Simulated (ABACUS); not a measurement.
# Sb (R-3m) in ABACUS: notebook

One crystal, Sb, is run at these levels: PBE; tasks: single point.

Program: ABACUS 3.10.1. These are calculated values, not measurements. Logs are shortened: lines on timing, memory, paths and dates and some standing lists are left out, and cuts for length are marked.

**1. Starting point**

It takes space group R-3m (No. 166, trigonal). The conventional cell has a = 4.308 Å, b = 4.308 Å, c = 11.274 Å, α = 90.00°, β = 90.00°, γ = 120.00°. Sb (site symmetry 3m) is surrounded by 3 Sb at 2.91 Å.

**2. Single point, PBE**

INPUT

```
INPUT_PARAMETERS
suffix              Sb
calculation         scf
basis_type          lcao
pseudo_dir          ./
orbital_dir         ./
symmetry            1
dft_functional      pbe
ecutwfc             100
pseudo_rcut         10
nspin               1
nbands              19
ks_solver           genelpa
smearing_method     fd
smearing_sigma      0.00367493
scf_thr             1e-07
scf_nmax            100
mixing_type         broyden
mixing_beta         0.7
cal_force           1
cal_stress          1
out_mul             1
out_chg             1
out_pot             2
out_elf             1
```

STRU

```
ATOMIC_SPECIES
Sb 121.7600 Sb.upf

NUMERICAL_ORBITAL
Sb_confined-atom_8au_2s2p2d.orb

LATTICE_CONSTANT
1.8897261246

LATTICE_VECTORS
2.1542000000 1.2437279499 3.7580000000
-2.1542000000 1.2437279499 3.7580000000
0.0000000000 -2.4874558998 3.7580000000

ATOMIC_POSITIONS
Direct

Sb
0.0
2
0.7665100000 0.7665100000 0.7665100000 1 1 1
0.2334900000 0.2334900000 0.2334900000 1 1 1
```

KPT

```
K_POINTS
0
Gamma
8 8 8 0 0 0
```

Potentials or basis: PseudoDojo NC SR 0.4.1 PBE standard, DZP LCAO (the cutoffs set its grid).

On the command line:

```console
OMP_NUM_THREADS=1 mpirun -np 4 abacus > log
```

running log:

```text
ABACUS v3.10.1

               Atomic-orbital Based Ab-initio Computation at UStc

 ------------------------------------------------------------------------------------

 READING GENERAL INFORMATION
                           global_out_dir = OUT.Sb/
                           global_in_card = INPUT
                               pseudo_dir = ./
                              orbital_dir = ./
                                    DSIZE = 4
                                    GSIZE = 1

 READING UNITCELL INFORMATION
                                    ntype = 1
                  lattice constant (Bohr) = 1.88973
              lattice constant (Angstrom) = 1

 READING ATOM TYPE 1
                               atom label = Sb
                      L=0, number of zeta = 2
                      L=1, number of zeta = 2
                      L=2, number of zeta = 2
             number of atom for this type = 2

                        TOTAL ATOM NUMBER = 2
DIRECT COORDINATES
    atom                   x                   y                   z     mag                  vx                  vy                  vz
taud_Sb1            0.7665100000        0.7665100000        0.7665100000  0.0000        0.0000000000        0.0000000000        0.0000000000
taud_Sb2            0.2334900000        0.2334900000        0.2334900000  0.0000        0.0000000000        0.0000000000        0.0000000000

                          Volume (Bohr^3) = 407.677
                             Volume (A^3) = 60.4114

 Lattice vectors: (Cartesian coordinate: in unit of a_0)
              +2.1542            +1.24373              +3.758
              -2.1542            +1.24373              +3.758
                   +0            -2.48746              +3.758
 Reciprocal vectors: (Cartesian coordinate: in unit of 2 pi/a_0)
            +0.232105           +0.134006          +0.0886997
            -0.232105           +0.134006          +0.0886997
                   +0           -0.268011          +0.0886997
 The esolver type has been set to : ksdft_lcao

                PAO radial cut off (Bohr) = 10

 Read in pseudopotential file is Sb.upf
                     pseudopotential type = NC
          exchange-correlation functional = PBE
                 nonlocal core correction = 1
                        valence electrons = 15
                                     lmax = 2
                           number of zeta = 3
                     number of projectors = 6
                           L of projector = 0
                           L of projector = 0
                           L of projector = 1
                           L of projector = 1
                           L of projector = 2
                           L of projector = 2
     initial pseudo atomic orbital number = 18

 SETUP THE ELECTRONS NUMBER
            electron number of element Sb = 15
      total electron number of element Sb = 30
            AUTOSET number of electrons:  = 30
                           occupied bands = 15
                                   NLOCAL = 36
                                   NBANDS = 19
                                   NBANDS = 19
                                   NLOCAL = 36

%%%%%%%%%%%%%%%%%%%%%%%%%%%%%%%%%%%%%%%%%%%%%%%%%%%%%%%%%%%%%%%%%%%%%%%%%%%%%%%%%%%%%%%%%%%%%%%%%%%%%%%%%%
 Warning: the number of valence electrons in pseudopotential > 5 for Sb: [Kr] 4d10 5s2 5p3
 Pseudopotentials with additional electrons can yield (more) accurate outcomes, but may be less efficient.
 If you're confident that your chosen pseudopotential is appropriate, you can safely ignore this warning.
%%%%%%%%%%%%%%%%%%%%%%%%%%%%%%%%%%%%%%%%%%%%%%%%%%%%%%%%%%%%%%%%%%%%%%%%%%%%%%%%%%%%%%%%%%%%%%%%%%%%%%%%%%

 SETUP THE PLANE WAVE BASIS
 energy cutoff for charge/potential (unit:Ry) = 400
            fft grid for charge/potential = [ 60, 60, 60 ]
                        fft grid division = [ 3, 3, 3 ]
        big fft grid for charge/potential = [ 20, 20, 20 ]
                                     nbxx = 2000
                                     nrxx = 54000

 SETUP PLANE WAVES FOR CHARGE/POTENTIAL
                    number of plane waves = 55077
                         number of sticks = 1935

 PARALLEL PW FOR CHARGE/POTENTIAL
     PROC   COLUMNS(POT)             PW
        1            484          13770
        2            484          13770
        3            484          13770
        4            483          13767
 --------------- sum -------------------
        4           1935          55077
                            number of |g| = 3671
                                  max |g| = 36.1789
                                  min |g| = 0.21549

----------- Double Check Mixing Parameters Begin ------------
mixing_type: broyden
mixing_beta: 0.7
mixing_gg0: 1
mixing_gg0_min: 0.1
mixing_ndim: 8
----------- Double Check Mixing Parameters End ------------

 LATTICE VECTORS: (CARTESIAN COORDINATE: IN UNIT OF A0)
              +2.1542            +1.24373              +3.758
              -2.1542            +1.24373              +3.758
                   +0            -2.48746              +3.758
                       right hand lattice = 1
                                   NORM_A = 4.50666
                                   NORM_B = 4.50666
                                   NORM_C = 4.50666
                           ALPHA (DEGREE) = 57.1102
                           BETA  (DEGREE) = 57.1102
                           GAMMA (DEGREE) = 57.1102

 The lattice vectors have been changed (STRU_SIMPLE.cif)

(for optimal symmetric configuration:)
                             BRAVAIS TYPE = 7
                     BRAVAIS LATTICE NAME = 07. Rhombohedral (Trigonal) cell
                                    ibrav = 7
                                    IBRAV = 7
                                  BRAVAIS = TRIGONAL (RHOMBOEDRIC) CELL
                       LATTICE CONSTANT A = 4.50666
                               COS(ALPHA) = 0.543025
Original cell was already a primitive cell.
                        ROTATION MATRICES = 12
              PURE POINT GROUP OPERATIONS = 12
                   SPACE GROUP OPERATIONS = 12
                                       C2 = 3
                                       C3 = 2
                                       C4 = 0
                                       C6 = 0
                                       S1 = 3
                                       S3 = 0
                                       S4 = 0
                                       S6 = 2
                              POINT GROUP = D_3d
                                       C2 = 3
                                       C3 = 2
                                       C4 = 0
                                       C6 = 0
                                       S1 = 3
                                       S3 = 0
                                       S4 = 0
                                       S6 = 2
               POINT GROUP IN SPACE GROUP = D_3d

 SETUP K-POINTS
                                    nspin = 1
                   Input type of k points = Monkhorst-Pack(Gamma)
                                   nkstot = 512
                       right hand lattice = 1
(for reciprocal lattice: )
                             BRAVAIS TYPE = 7
                     BRAVAIS LATTICE NAME = 07. Rhombohedral (Trigonal) cell
                                    ibrav = 7
                       right hand lattice = 1
(for k-lattice: )
                             BRAVAIS TYPE = 7
                     BRAVAIS LATTICE NAME = 07. Rhombohedral (Trigonal) cell
                                    ibrav = 7
                       right hand lattice = 1
                        ROTATION MATRICES = 12
                               nkstot_ibz = 65
K-POINTS REDUCTION ACCORDING TO SYMMETRY
     IBZ    DIRECT_X    DIRECT_Y    DIRECT_Z  WEIGHT  ibz2bz
       1  0.00000000  0.00000000  0.00000000  0.0020       0
       2  0.12500000  0.00000000  0.00000000  0.0117       1
       3  0.25000000  0.00000000  0.00000000  0.0117       2
       4  0.37500000  0.00000000  0.00000000  0.0117       3
       5  0.50000000  0.00000000  0.00000000  0.0059       4
       6  0.12500000  0.12500000  0.00000000  0.0117       9
[... 22 lines left out ...]
      29  0.25000000  0.25000000  0.12500000  0.0117      82
      30  0.37500000  0.25000000  0.12500000  0.0234      83
[... 35 further k points ...]

                               nkstot now = 65
[... K-POINTS DIRECT COORDINATES: 65 rows ...]

           k-point number in this process = 65
       minimum distributed K point number = 65
[... stars of the k points ...]

[... K-POINTS CARTESIAN COORDINATES: 65 rows ...]

[... K-POINTS DIRECT COORDINATES: 65 rows ...]

 SETUP PLANE WAVES FOR WAVE FUNCTIONS
     energy cutoff for wavefunc (unit:Ry) = 100
              fft grid for wave functions = [ 60, 60, 60 ]
                    number of plane waves = 8527
                         number of sticks = 557

 PARALLEL PW FOR WAVE FUNCTIONS
     PROC   COLUMNS(POT)             PW
        1            139           2131
        2            139           2131
        3            139           2133
        4            140           2132
 --------------- sum -------------------
        4            557           8527

 SET NONLOCAL PSEUDOPOTENTIAL PROJECTORS
 max number of nonlocal projetors among all species is 6

 -------------------------------------------
 SELF-CONSISTENT
 -------------------------------------------

 SETUP SEARCHING RADIUS FOR PROGRAM TO SEARCH ADJACENT ATOMS
                  longest orb rcut (Bohr) = 8
   longest nonlocal projector rcut (Bohr) = 2.14
                     search radius (Bohr) = 20.3
              searching radius is (Bohr)) = 20.3
         searching radius unit is (Bohr)) = 1.89
                         PeriodicBoundary = 1
                        Radius(unit:lat0) = 10.7
                                   glayer = [ 5, 5, 5 ]
                             glayer_minus = [ 4, 4, 4 ]

Find the coordinate range of the input atom(unit:lat0).
                                  min_tau = [ -17.2, -19.9, -42.5 ]
                                  max_tau = [ 17.2, 19.9, 53.7 ]
                                BoxNumber = [ 9, 9, 9 ]

 SETUP EXTENDED REAL SPACE GRID FOR GRID INTEGRATION
                          real space grid = [ 60, 60, 60 ]
                 big cell numbers in grid = [ 20, 20, 20 ]
             meshcell numbers in big cell = [ 3, 3, 3 ]
                        extended fft grid = [ 24, 24, 24 ]
                dimension of extened grid = [ 69, 69, 69 ]
                            UnitCellTotal = 125
              Atom number in sub-FFT-grid = 2
    Local orbitals number in sub-FFT-grid = 36
                                ParaV.nnr = 17010
                                 init_chg = atomic

 LCAO ALGORITHM --------------- ION=   1  ELEC=   1--------------------------------

 Density error is 0.0184405863895
----------------------------------------------------------
     Energy           Rydberg                 eV
----------------------------------------------------------
 E_KohnSham     -363.7997138012      -4949.7490384658
 E_Harris       -363.9374638524      -4951.6232240614
 E_Fermi        0.7840212707         10.6671566351
----------------------------------------------------------
[... 67 lines left out ...]
 LCAO ALGORITHM --------------- ION=   1  ELEC=   8--------------------------------

 Density error is 2.51057139635e-08
----------------------------------------------------------
     Energy           Rydberg                 eV
----------------------------------------------------------
 E_KohnSham     -363.7999428156      -4949.7521543658
 E_KS(sigma->0) -363.7998380042      -4949.7507283337
 E_Harris       -363.7999425121      -4949.7521502364
 E_band         -23.8760591860       -324.8504507151
 E_one_elec     -145.8710864988      -1984.6779498344
 E_Hartree      88.7736388304        1207.8273202881
 E_xc           -90.9933153354       -1238.0275684724
 E_Ewald        -215.7089701890      -2934.8711042828
 E_entropy(-TS) -0.0002096228        -0.0028520643
 E_descf        0.0000000000         0.0000000000
 E_exx          0.0000000000         0.0000000000
 E_Fermi        0.7861832234         10.6965715099
----------------------------------------------------------

 charge density convergence is achieved
 final etot is -4949.7521544 eV
 EFERMI = 10.69657151 eV
The vacuum level is 8.6129601411 eV

 STATE ENERGY(eV) AND OCCUPATIONS    NSPIN == 1
 1/65 kpoint (Cartesian) = 0.0000 0.0000 0.0000 (1724 pws)
       1       -18.9202     0.00390625
       2       -18.9202     0.00390625
       3       -18.8294     0.00390625
       4       -18.8294     0.00390625
       5       -18.8011     0.00390625
       6       -18.7155     0.00390625
[... 11 lines left out ...]
      18        13.4285    7.28440e-27
      19        15.8458    7.34142e-48
[... 88 lines left out ...]
       3       -18.8277      0.0234375
       4       -18.8220      0.0234375
       5       -18.7964      0.0234375
       6       -18.7216      0.0234375
[... 11 lines left out ...]
      18        13.7796    3.90146e-29
      19        15.6047    5.47712e-45

[... levels at 59 further k points ...]

 correction force for each atom along direction 1 is 3.37516e-14
 correction force for each atom along direction 2 is 3.18131e-14
 correction force for each atom along direction 3 is -9.18198e-14
------------------------------------------------------------------------------------------
 TOTAL-FORCE (eV/Angstrom)
------------------------------------------------------------------------------------------
                       Sb1         0.0000000000         0.0000000000        -0.3179857764
                       Sb2         0.0000000000         0.0000000000         0.3179857764
------------------------------------------------------------------------------------------

----------------------------------------------------------------
 TOTAL-STRESS (KBAR)
----------------------------------------------------------------
        40.4507798333         0.0000000000         0.0000000000
         0.0000000000        40.4507798325        -0.0000000000
         0.0000000000         0.0000000000        32.3291973041
----------------------------------------------------------------
 TOTAL-PRESSURE: 37.743586 KBAR

 --------------------------------------------
 !FINAL_ETOT_IS -4949.7521543658012888 eV
 --------------------------------------------
```

Wall time 7.1 s (4 MPI ranks of AMD EPYC 7B13 (Zen 3), shared host); peak memory 0.4 GiB.

Results:

* Free energy: -4949.7522 eV
* Pressure: 3.8 GPa
* Largest force: 0.318 eV/Å
* Band gap on the k mesh: none (metal or under the smearing width)

Forces on the atoms (eV/Å):
```
Sb   0.000  0.000 -0.318
Sb   0.000  0.000  0.318
```

Stress tensor (GPa, compression positive):
```
4.05 0.00 0.00
0.00 4.05 0.00
0.00 0.00 3.23
```

Levels at points of the mesh, in eV from the Fermi level:
| k point | band 11 | band 12 | band 13 | band 14 | band 15 | band 16 | band 17 | band 18 | band 19 |
| --- | --- | --- | --- | --- | --- | --- | --- | --- | --- |
| (0.00, 0.00, 0.00) | -12.88 | -4.97 | -2.16 | -1.89 | -1.89 | 2.02 | 2.73 | 2.73 | 5.15 |
| (0.50, 0.00, 0.00) | -10.53 | -9.79 | -2.10 | -1.95 | -0.39 | -0.31 | 0.12 | 0.36 | 8.76 |
| (0.50, 0.50, 0.00) | -10.51 | -8.17 | -5.58 | -3.87 | -3.79 | 1.51 | 4.98 | 5.74 | 6.80 |
| (0.50, 0.50, 0.50) | -11.36 | -9.11 | -1.48 | -1.48 | -0.55 | 0.00 | 0.00 | 1.13 | 8.19 |

Caveat: the atomic orbitals were generated for these runs and aren't a published set; the basis of atomic orbitals isn't converged, which shifts pressures, moduli and gaps. The run has no spin-orbit coupling, so splittings on Sb are missing.

**3. Single point, PBE (atoms moved at random, drawn with an rms of 0.05 Å)**

INPUT: that of step 2 with these lines changed.

```diff
@@ -22,4 +22 @@
 out_mul             1
-out_chg             1
-out_pot             2
-out_elf             1
```

STRU: that of step 2 with these lines changed.

```diff
@@ -20,3 +20,3 @@
 2
-0.7665100000 0.7665100000 0.7665100000 1 1 1
-0.2334900000 0.2334900000 0.2334900000 1 1 1
+0.7676430000 0.7550740000 0.7647910000 1 1 1
+0.2500380000 0.2274410000 0.2223170000 1 1 1
```

KPT is that of step 2.

Potentials or basis: PseudoDojo NC SR 0.4.1 PBE standard, DZP LCAO (the cutoffs set its grid).

On the command line:

```console
OMP_NUM_THREADS=1 mpirun -np 4 abacus > log
```

Wall time 9 s (4 MPI ranks of AMD EPYC 7B13 (Zen 3), shared host); peak memory 0.48 GiB.

The run converged. Its results:

```yaml
Free_energy: -4949.7573 eV
Pressure: 3.2 GPa
Largest_force: 0.182 eV/Å
Band_gap_on_the_k_mesh: none (metal or under the smearing width)
```

Forces on the atoms (eV/Å):
```
Sb   0.067  0.119 -0.121
Sb  -0.067 -0.119  0.121
```

Stress tensor (GPa, compression positive):
```
 3.67  0.16 -0.28
 0.16  3.35 -0.52
-0.28 -0.52  2.58
```

Levels at points of the mesh, in eV from the Fermi level:
| k point | band 11 | band 12 | band 13 | band 14 | band 15 | band 16 | band 17 | band 18 | band 19 |
| --- | --- | --- | --- | --- | --- | --- | --- | --- | --- |
| (0.00, 0.00, 0.00) | -12.81 | -4.95 | -2.20 | -1.88 | -1.74 | 2.22 | 2.68 | 2.95 | 5.01 |
| (0.50, 0.00, 0.00) | -10.31 | -9.90 | -1.94 | -1.88 | -0.34 | -0.17 | 0.02 | 0.23 | 8.76 |
| (0.00, 0.50, 0.00) | -10.41 | -9.79 | -1.93 | -1.87 | -0.39 | -0.27 | 0.06 | 0.28 | 8.77 |
| (0.50, 0.50, 0.00) | -10.49 | -7.93 | -5.70 | -3.85 | -3.74 | 1.55 | 5.00 | 5.74 | 6.75 |
| (0.00, 0.00, 0.50) | -10.56 | -9.61 | -1.98 | -1.76 | -0.55 | -0.35 | 0.17 | 0.28 | 8.77 |
| (0.50, 0.00, 0.50) | -10.44 | -8.08 | -5.60 | -3.90 | -3.70 | 1.63 | 5.00 | 5.65 | 6.81 |
| (0.00, 0.50, 0.50) | -10.39 | -8.20 | -5.52 | -3.93 | -3.69 | 1.71 | 4.98 | 5.58 | 6.86 |
| (0.50, 0.50, 0.50) | -11.21 | -9.22 | -1.49 | -1.18 | -0.42 | -0.17 | 0.12 | 1.07 | 8.31 |

Caveat: the atomic orbitals were generated for these runs and aren't a published set; the basis of atomic orbitals isn't converged, which shifts pressures, moduli and gaps.

(Part 1 of 2 ends here.)
